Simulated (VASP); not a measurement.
# C in VASP: single point with LDA

Aim: the single point of C with LDA.

All numbers are computed with VASP 6.6.1; they aren't measurements. Logs are shortened: lines on timing, memory, paths and dates and some standing lists are left out, and cuts for length are marked.

### 1 The structure

The cell holds a slab with vacuum, 4 atoms: a = 2.456 Å, b = 2.456 Å, c = 24.134 Å, α = 90.00°, β = 90.00°, γ = 120.00°.

The slab is cut from a database's or a generator's crystal, which needn't be the stable form of the element.

### 2 Single point, LDA

Input file INCAR:

```
PREC = Accurate
ENCUT = 520
EDIFF = 1E-6
ISMEAR = 1
SIGMA = 0.05
LREAL = F
LASPH = T
NELM = 100
ALGO = Normal
ISIF = 2
LWAVE = F
LCHARG = F
GGA = CA
NBANDS = 16
```

Input file KPOINTS:

```
regular mesh
0
Gamma
  10 10 1
```

Input file POSCAR:

```
C
1.0
    2.4562280000      0.0000000000      0.0000000000
   -1.2281140000      2.1271550000      0.0000000000
    0.0000000000      0.0000000000     24.1339600000
C
4
Direct
    0.0000000000      0.0000000000      0.5704690000
    0.0000000000      0.0000000000      0.4295310000
    0.3333330000      0.6666670000      0.4295250000
    0.6666670000      0.3333330000      0.5704750000
```

Potentials or basis: VASP PAW LDA potentials, release 64 (C).

Started as:

```
> cat potpaw_LDA.64/C/POTCAR > POTCAR
> mpirun -np 1 vasp_std > vasp.out
```

OUTCAR:

```text
PREC = Accurate
   ENCUT = 520
   EDIFF = 1E-6
   ISMEAR = 1
   LREAL = F
   LASPH = T
   NELM = 100
   ISIF = 2
   GGA = CA

 ion  position               nearest neighbor table
   1  0.000  0.000  0.570-   4 1.42   4 1.42   4 1.42
   2  0.000  0.000  0.430-   3 1.42   3 1.42   3 1.42
   3  0.333  0.667  0.430-   2 1.42   2 1.42   2 1.42
   4  0.667  0.333  0.570-   1 1.42   1 1.42   1 1.42

  LATTYP: Found a hexagonal cell.
 ALAT       =     2.4562280000
 C/A-ratio  =     9.8256187943

  Lattice vectors:

 A1 = (   2.4562280000,   0.0000000000,   0.0000000000)
 A2 = (  -1.2281140000,   2.1271550000,   0.0000000000)
 A3 = (   0.0000000000,   0.0000000000,  24.1339600000)

Analysis of symmetry for initial positions (statically):
=====================================================================
 Subroutine PRICEL returns:
 Original cell was already a primitive cell.

 Routine SETGRP: Setting up the symmetry group for a
 hexagonal supercell.

 Subroutine GETGRP returns: Found 12 space group operations
 (whereof 12 operations were pure point group operations)
 out of a pool of 24 trial point group operations.

The static configuration has the point symmetry D_3d.

Analysis of symmetry for dynamics (positions and initial velocities):
=====================================================================
 Subroutine PRICEL returns:
 Original cell was already a primitive cell.

 Routine SETGRP: Setting up the symmetry group for a
 hexagonal supercell.

 Subroutine GETGRP returns: Found 12 space group operations
 (whereof 12 operations were pure point group operations)
 out of a pool of 24 trial point group operations.

The dynamic configuration has the point symmetry D_3d.

 Subroutine INISYM returns: Found 12 space group operations
 (whereof 12 operations are pure point group operations),
 and found     1 'primitive' translations

----------------------------------------------------------------------------------------

                                     Primitive cell

  volume of cell :     126.0946

  direct lattice vectors                    reciprocal lattice vectors
     2.456228000  0.000000000  0.000000000     0.407128328  0.235055743  0.000000000
    -1.228114000  2.127155000  0.000000000     0.000000000  0.470111487  0.000000000
[... 78 lines left out ...]
   EDIFF  = 0.1E-05   stopping-criterion for ELM
   LREAL  =      F    real-space projection
   EDIFFG = 0.1E-04   stopping-criterion for IOM
   NSW    =      0    number of steps for IOM
   IBRION =     -1    ionic relax: 0-MD 1-quasi-New 2-CG
   NFREE  =      0    steps in history (QN), initial steepest desc. (CG)
   ISIF   =      2    stress and relaxation
   ISYM   =      2    0-nonsym 1-usesym 2-fastsym
   POTIM  = 0.5000    time-step for ionic-motion
   TEBEG  =    0.0;   TEEND  =   0.0 temperature during run
   PSTRESS=    0.0 pullay stress
   NELECT =      16.0000    total number of electrons
   NUPDOWN=      -1.0000    fix difference up-down
   EMIN   =  10.00;   EMAX   =-10.00  energy-range for DOS
   EFERMI =   0.00;   METHOD = LEGACY
   ISMEAR =     1;   SIGMA  =   0.05  broadening in eV -4-tet -1-fermi 0-gaus
   EFERMI_NEDOS =   21; number of points for ismear=-14 and -15
   IALGO  =     38    algorithm
   IMIX   =      4    mixing-type and parameters
     AMIX     =   0.40;   BMIX     =  1.00
     AMIX_MAG =   1.60;   BMIX_MAG =  1.00
  volume/ion in A,a.u.               =      31.52       212.73
  Fermi-wavevector in a.u.,A,eV,Ry     =   0.822652  1.554586  9.207823  0.676756
  Thomas-Fermi vector in A             =   1.934024
   LORBIT       =      0    0 simple, 1 ext, 2 COOP (PROOUT), +10 PAW based schemes
   GGA     = CA    functional components
   LHFCALC =     F    Hartree Fock is set to
   AEXX    =    0.0000 exact exchange contribution
   IVDW    =     0    specifies the selected vdW correction
   LEPSILON=     F    determine dielectric tensor
   LRPA    =     F    only Hartree local field effects (RPA)
 non-spin polarized calculation
 Methfessel and Paxton  Order N= 1 SIGMA  =   0.05
  energy-cutoff  :      520.00
  volume of cell :      126.09
 maximum number of plane-waves:      3438
   NGX =  9   NGY =  9   NGZ = 89

 number of electron      15.9999996 magnetization

 Free energy of the ion-electron system (eV)
  ---------------------------------------------------
  ext. energy  EPLUGINS =         0.00000000
  ---------------------------------------------------
  free energy    TOTEN  =       -40.40444083 eV

  energy without entropy =      -40.40461476  energy(sigma->0) =      -40.40449881

 E-fermi :  -2.7295     XC(G=0):  -3.3646

 val. band max:       -2.7715666424   @ k =   0.3000   0.3000   0.0000
 cond. band min:      -1.1191958351   @ k =   0.3000   0.3000   0.0000
 fundamental gap:      1.6523708074
 Fermi energy:        -2.7294725314

 k-point     1 :       0.0000    0.0000    0.0000
  band No.  band energies     occupation
      1     -21.4360      2.00000
      2     -21.2920      2.00000
      3     -10.1665      2.00000
      4      -9.2152      2.00000
      5      -5.0053      2.00000
      6      -5.0053      2.00000
[... 243 lines left out ...]
      3     -13.6883      2.00000
      4     -13.6477      2.00000
      5     -12.2392      2.00000
      6     -12.2136      2.00000
[... 8 lines left out ...]
     15      10.8585      0.00000
     16      11.0728      0.00000

------------------------ aborting loop because EDIFF is reached ----------------------------------------

  FORCE on cell =-STRESS in cart. coord.  units (eV):
  Direction    XX          YY          ZZ          XY          YZ          ZX
  --------------------------------------------------------------------------------------
  -------------------------------------------------------------------------------------
  Total       -1.0339358     -1.0339350     -0.0725615      0.0000000      0.0000000      0.0000000
  in kB      -13.1373497    -13.1373392     -0.9219773      0.0000000      0.0000000      0.0000000
  external PRESSURE =      -9.0655554 kB  Pullay stress =       0.0000000 kB

 VOLUME and BASIS-vectors are now :
 -----------------------------------------------------------------------------
  energy-cutoff  :      520.00
  volume of cell :      126.09
      direct lattice vectors                 reciprocal lattice vectors
     2.456228000  0.000000000  0.000000000     0.407128328  0.235055743  0.000000000
    -1.228114000  2.127155000  0.000000000     0.000000000  0.470111487  0.000000000
     0.000000000  0.000000000 24.133960000     0.000000000  0.000000000  0.041435388

 POSITION                                       TOTAL-FORCE (eV/Angst)
 -----------------------------------------------------------------------------------
      0.00000      0.00000     13.76768         0.000000     -0.000000     -0.009236
      0.00000      0.00000     10.36628        -0.000000      0.000000      0.009236
     -0.00000      1.41810     10.36614         0.000000      0.000000      0.004086
      1.22812      0.70905     13.76782        -0.000000      0.000000     -0.004086
 -----------------------------------------------------------------------------------
    total drift:                                0.000000     -0.000000      0.000000

  FREE ENERGIE OF THE ION-ELECTRON SYSTEM (eV)
  ---------------------------------------------------
  free  energy   TOTEN  =       -40.4044408266 eV

  energy  without entropy=      -40.4046147638  energy(sigma->0) =      -40.40449881
```

stdout:

```text
POSCAR found type information on POSCAR C
 POSCAR found :  1 types and       4 ions
 scaLAPACK will be used
 LDA part: xc-table for (Slater(with rela. corr.)+CA(PZ))
 , standard interpolation
 POSCAR, INCAR and KPOINTS ok, starting setup
 FFT: planning ... GRIDC
 FFT: planning ... GRID_SOFT
 FFT: planning ... GRID
 WAVECAR not read
 entering main loop
```

Wall time 19 s (1 thread of Intel Xeon 6975P-C (Granite Rapids), shared host); peak memory 0.18 GiB.

Results:

```
Free energy            : -40.4044 eV
Largest force          : 0.009 eV/Å
Band gap on the k mesh : 1.65 eV, direct
```

Forces on the atoms (eV/Å):
```
C    0.000  0.000 -0.009
C    0.000  0.000  0.009
C    0.000  0.000  0.004
C    0.000  0.000 -0.004
```

Levels at points of the mesh, in eV from the valence-band top:
| k point | band 6 | band 7 | band 8 | band 9 | band 10 | band 11 |
| --- | --- | --- | --- | --- | --- | --- |
| (0.00, 0.00, 0.00) | -2.23 | -2.23 | -2.23 | 4.25 | 4.79 | 5.36 |
| (0.50, 0.00, 0.00) | -5.62 | -1.78 | -1.44 | 2.27 | 2.62 | 8.27 |
